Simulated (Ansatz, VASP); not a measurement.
Bi in VASP and in Ansatz

The input INCAR:

```
PREC = Accurate
ENCUT = 520
EDIFF = 1E-6
ISMEAR = -1
SIGMA = 0.05
LREAL = F
LASPH = T
NELM = 60
ALGO = Fast
ISIF = 2
LWAVE = F
LCHARG = T
LELF = T
LVHAR = T
NBANDS = 22
```

The input KPOINTS:

```
regular mesh
0
Gamma
  6 6 9
```

Contents of POSCAR:

```
Bi
1.0
    3.5345058698     -3.1738008589      0.0000000000
    3.5345058698      3.1738008589      0.0000000000
   -1.2768189413      0.0000000000      3.1545224618
Bi
2
Direct
    0.7530610000      0.7530610000      0.8573820000
    0.2469390000      0.2469390000      0.1426180000
```

input.yaml

```yaml
crystal:
  lattice:
    - [3.5345058698, -3.1738008589, 0.0]
    - [3.5345058698, 3.1738008589, 0.0]
    - [-1.2768189413, 0.0, 3.1545224618]
  atoms:
    - { symbol: Bi, position: [0.753061, 0.753061, 0.857382] }
    - { symbol: Bi, position: [0.246939, 0.246939, 0.142618] }
kpoints:
  mp_grid: { grid: [6, 6, 9] }
scf:
  occupations: { method: fermi_dirac, width: 0.05 }
hamiltonian:
  xc: lda
  pseudopotentials: { kind: all_electron, lapw: { basis_error: 0.001 } }
output:
  forces: true
  stress: true
  eigenvalues: true
```

Change from the starting cell: volume scaled by 1.04.

Alike in both runs: task single point; functional LDA; k mesh 6 × 6 × 9; occupations fermi-dirac, width 0.05 eV; no spin polarisation.

|  | VASP | Ansatz |
| --- | --- | --- |
| version | VASP 6.6.1 | Ansatz 0.2.0 |
| potentials or method | VASP PAW LDA potentials, release 64 (Bi_d) | all-electron LAPW, scalar-relativistic |
| plane-wave cutoff (eV) | 520 | see its input |

Ansatz gave:

```
gap on the k mesh at the Fermi level (eV)       : none
pressure (GPa)                                  : -5.1
largest component of the traceless stress (GPa) : 0.67
rms of the force components (eV/Å)              : 0.081
```

**Question.** Estimate VASP's values.

**Answer.** gap on the k mesh at the Fermi level (eV): none; pressure (GPa): -5.1; largest component of the traceless stress (GPa): 0.66; rms of the force components (eV/Å): 0.078.

Atom by atom the forces differ by 0.003 eV/Å (rms over components). A gap of «none» marks a metal or a gap that the smearing closes. Ansatz ran all-electron here, so the differences hold the error of VASP's frozen core and of both bases.

Caveats: spin-orbit coupling is left out, which moves the levels of the heavy elements.
